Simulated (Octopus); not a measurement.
## PtS2 in Octopus: the effect of Hubbard term

PtS2:

```
Pt S
1.0
     3.54320    0.00000    0.00000
    -1.77160    3.06850    0.00000
     0.00000    0.00000    5.03880
Pt S
1 2
Direct
  0.00000 0.00000 0.00000
  0.66667 0.33333 0.77300
  0.33333 0.66667 0.22700
```

Alike in all runs:

```yaml
Program: Octopus 16.4
Task: single point
Functional: LDA
Potentials_or_basis: pseudodojo_lda (PseudoDojo 0.4, LDA)
Grid_spacing: 0.142 × 0.142 × 0.144 Å
k_mesh: 5 × 5 × 3
Occupations: fermi-dirac, width 0.05 eV
Spin: no spin polarisation
Eigensolver: chebyshev_filter
k-point_symmetries_used: yes
ConvRelDens: 1e-06
ExtraStates: 9
DerivativesOrder: 8
```

```tsv
Hubbard term	gap on the mesh (eV)	largest force (eV/Å)
none	1.23	0.83
Pt d U = 2 eV	?	?
Pt d U = 4 eV	1.17	0.68
Pt d U = 6 eV	1.13	0.60
Pt d U = 8 eV	1.09	0.52
```

Q: What does the run with Hubbard term Pt d U = 2 eV give?

A: gap on the mesh 1.20 eV; largest force 0.76 eV/Å.

Worked out: A straight line through the other rows of the gap on the mesh, of slope -0.0174 eV per eV, gives 1.20 eV, against the run's 1.20. A straight line through the other rows of the largest force, of slope -0.0387 eV/Å per eV, gives 0.75 eV/Å, against the run's 0.76.

Caveats: spin-orbit coupling is left out, which moves the levels of the heavy elements; an odd mesh through Γ misses points on the zone boundary, where band edges often lie; U acts on the potentials' truncated atomic orbitals, so values differ from other programs' at the same U, and they weren't checked against one (some runs).

Runs at the PBE level aren't shown here.
